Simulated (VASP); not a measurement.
Write the native input for VASP 6.6.1 that does the following.

```yaml
Task: single point
Functional: PBE
Potentials_or_basis: VASP PAW PBE potentials, release 64 (Te, Cd)
Cutoff: 520 eV
k_mesh: 7 × 7 × 7
Occupations: fermi-dirac, width 0.05 eV
Spin: no spin polarisation
Further_INCAR_settings: ALGO = Normal; EDIFF = 1e-07; NBANDS = 16
```

The structure of CdTe lies in POSCAR:

```
CdTe
1.0
    0.0000000000      3.2050000000      3.2050000000
    3.2050000000      0.0000000000      3.2050000000
    3.2050000000      3.2050000000      0.0000000000
Te Cd
1 1
Direct
    0.7430070000      0.7410670000      0.7510590000
    0.0049460000      0.0017800000     -0.0076110000
```

The cell isn't the ideal one: atoms moved at random, drawn with an rms of 0.05 Å.

One way to write it, as run:

INCAR

```
  PREC = Accurate
  ENCUT = 520
  EDIFF = 1E-7
  ISMEAR = -1
  SIGMA = 0.05
  LREAL = F
  LASPH = T
  NELM = 60
  ALGO = Normal
  ISIF = 2
  LWAVE = F
  LCHARG = F
  GGA = PE
  NBANDS = 16
```

KPOINTS

```
Automatic mesh
0
Gamma
  7 7 7
```

Potentials or basis: VASP PAW PBE potentials, release 64 (Te, Cd).

Launch:

```sh
$ cat potpaw_PBE.64/Te/POTCAR potpaw_PBE.64/Cd/POTCAR > POTCAR
$ mpirun -np 1 vasp_std > vasp.out
```

Results of the run:

The pressure is 4.5 GPa. The largest force is 0.387 eV/Å and the band gap on the k mesh is 0.83 eV, direct.

Caveat: spin-orbit coupling is left out, which moves the levels of the heavy elements.

Run time: 2.1 min on 1 thread of Intel(R) Xeon(R) Platinum 8559C (Emerald Rapids), with other jobs on the host, peak memory 0.33 GiB.
